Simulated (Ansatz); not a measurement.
## ZnInGaO₄ (R3m)

All numbers below come from Ansatz 0.2.0, DFT PBE, scalar-relativistic, plane waves, PAW.

Settings: cutoff 420 eV, Γ-centred mesh 12×12×12 on the computed 7-atom cell, Gaussian smearing of 0.02 eV; no spin polarisation.

The structure is relaxed at this level of theory with its symmetry kept. Whether it is the stable form of this composition wasn't checked.

The structure is trigonal, space group R3m (No. 160). The conventional cell has a = 3.356 Å, b = 3.356 Å, c = 26.111 Å, α = 90.00°, β = 90.00°, γ = 120.00°. Zn (site symmetry 3m) is surrounded by 4 O at 2.00 to 2.02 Å. In (site symmetry 3m) is surrounded by 6 O at 2.22 Å. Ga (site symmetry 3m) has 5 O at 1.94 to 2.00 Å as nearest neighbours. O (site symmetry 3m) has 1 Zn at 2.00 Å and 3 In at 2.22 Å as nearest neighbours. O (site symmetry 3m) has 1 Ga at 1.98 Å and 3 In at 2.22 Å as nearest neighbours. O (site symmetry 3m) has 3 Ga at 1.94 Å as nearest neighbours. O (site symmetry 3m) has 1 Ga at 2.00 Å and 3 Zn at 2.02 Å as nearest neighbours.

| Quantity | Value |
| --- | --- |
| Volume per atom | 12.13 Å³ |
| Formation energy from the elements' standard states (uncorrected) | -1.616 eV/atom |
| Kohn–Sham band gap | 1.11 eV, direct at Γ |
| Löwdin character of the top 1 eV of the valence band | O 2p 86 %, Zn 3d 9 % |
| Löwdin character of the lowest 1 eV of the conduction band | O 2s 24 %, In 5s 19 %, O 2p 18 %, Ga 4s 18 %, Zn 4s 13 % |
| Electron masses at the edge by Cartesian direction of the computed cell, whose vectors are (1.678, 0.969, 8.704), (-1.678, 0.969, 8.704), (0.000, -1.938, 8.704) Å (m_e; degenerate bands sorted by energy; no spin-orbit coupling) | x: 0.19; y: 0.19; z: 0.17 |
| Hole masses at the edge by Cartesian direction of the computed cell, whose vectors are (1.678, 0.969, 8.704), (-1.678, 0.969, 8.704), (0.000, -1.938, 8.704) Å (m_e; degenerate bands sorted by energy; no spin-orbit coupling) | x: 2.2, 0.39; y: 2.2, 0.39; z: over 30, over 30 |
| Bulk modulus | 154 GPa |
| Its pressure derivative | 4.5 |
| Bader charges (e) | Zn (1 in the cell) 1.25, In (1 in the cell) 1.84, Ga (1 in the cell) 1.87, O (1 in the cell) -1.22, O (1 in the cell) -1.23, O (1 in the cell) -1.27, O (1 in the cell) -1.23 |

Cost: 11 runs of about 50 core-minutes in all, on Intel Xeon Processor @ 2.70GHz (shared hosts).